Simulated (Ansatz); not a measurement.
Here is an Ansatz 0.2.0 calculation.

input.yaml

```yaml
crystal:
  lattice:
    - [0.0, 3.06065, 3.06065]
    - [3.06065, 0.0, 3.06065]
    - [3.06065, 3.06065, 0.0]
  atoms:
    - { symbol: Pb, position: [0.0, 0.0, 0.0] }
    - { symbol: Se, position: [0.5, 0.5, 0.5] }
hamiltonian:
  xc: pbe
  pseudopotentials: { kind: paw_fr }
magnetization:
  noncollinear: true
  spin_orbit: true
kpoints:
  mp_grid: { grid: [6, 6, 6] }
  band_path:
    path:
      - [[0.0, 0.0, 0.0], [0.5, 0.0, 0.5], [0.5, 0.25, 0.75], [0.375, 0.375, 0.75], [0.0, 0.0, 0.0], [0.5, 0.5, 0.5], [0.625, 0.25, 0.625], [0.5, 0.25, 0.75], [0.5, 0.5, 0.5], [0.375, 0.375, 0.75]]
      - [[0.625, 0.25, 0.625], [0.5, 0.0, 0.5]]
    npoints: 14
scf:
  occupations: { method: fermi_dirac, width: 0.05 }
  n_extra_bands: 6
output:
  forces: true
  stress: true
  eigenvalues: true
  fatbands: false
  write_density: true
  write_potential: true
  elf: true
  volumetric_format: npy
```

Potentials or basis: Ansatz PAW.

The run is started by

```console
$ ansatz run input.yaml --threads 2 --pin off --max-ram 5632MiB --backend cpu --events-out ev --progress --plain --runs-dir out
```

(1) What does it give for the band gap on the k mesh?

(2) Predict the band gap along the path.

Results:

(1) 0.20 eV, direct.

(2) 0.20 eV, direct.

**The experiment to reproduce.**

From a printed reference work, monograph, for a bulk crystal of PbSe at 300 K: band gap 0.28 eV (direct).

Measured gap of PbSe: 0.28 eV (direct; 300 K; a printed reference work, monograph). This calculation gives 0.20 eV (-0.08 eV). 2 values of this kind are on record (0.15 to 0.28 eV); this one was drawn at random. The value is that of PBE, without temperature or zero-point motion. Semilocal functionals fall short of measured gaps as a rule.
